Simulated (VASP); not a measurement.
Set up this calculation in VASP 6.6.1, as the native input.

* Task: dielectric tensor
* Functional: r2SCAN
* Potentials or basis: VASP PAW PBE potentials, release 64 (B, N)
* Cutoff: 520 eV
* k mesh: 15 × 15 × 6
* Occupations: gaussian, width 0.02 eV
* Spin: no spin polarisation
* Further INCAR settings: ALGO = Normal; EDIFF = 1e-07

The structure of BN lies in POSCAR:

```
BN                                      
1.0
    2.5025138742     -0.0000000000     -0.0000000000
   -1.2512569371      2.1672405837      0.0000000000
   -0.0000000000     -0.0000000000      6.7897983178
  B               N             
     2     2
Direct
     0.3333333300000021    0.6666666699999979    0.2500000000000000
     0.6666666699999979    0.3333333300000021    0.7500000000000000
     0.3333333300000021    0.6666666699999979    0.7500000000000000
     0.6666666699999979    0.3333333300000021    0.2500000000000000
```

One way to write it, as run:

INCAR

```
PREC = Accurate ; ENCUT = 520
EDIFF = 1E-7 ; ISMEAR = 0
SIGMA = 0.02 ; LREAL = F
LASPH = T ; NELM = 100
ALGO = Normal ; ISIF = 2
LWAVE = F ; LCHARG = F
METAGGA = R2SCAN ; LMIXTAU = T
LCALCEPS = T ; KPAR = 4
```

KPOINTS

```
Automatic mesh
0
Gamma
  15 15 6
```

Potentials or basis: VASP PAW PBE potentials, release 64 (B, N).

Launch:

```console
$ cat potpaw_PBE.64/B/POTCAR potpaw_PBE.64/N/POTCAR > POTCAR
$ mpirun -np 4 vasp_std > vasp.out
```

Results of the run:

| Property | Result |
| --- | --- |
| Band gap on the k mesh | 4.95 eV, indirect (least direct gap 5.36 eV) |
| Electronic dielectric tensor (diagonal) | 4.36, 4.36, 2.57 |
| Born charges (mean of the diagonal) | B +2.09; N -2.09 e |

Caveat: an odd mesh through Γ misses points on the zone boundary, where band edges often lie.

Run time: 18 min on 4 MPI ranks on Intel(R) Xeon(R) Platinum 8488C (Sapphire Rapids), on a shared host, peak memory 0.86 GiB a rank.
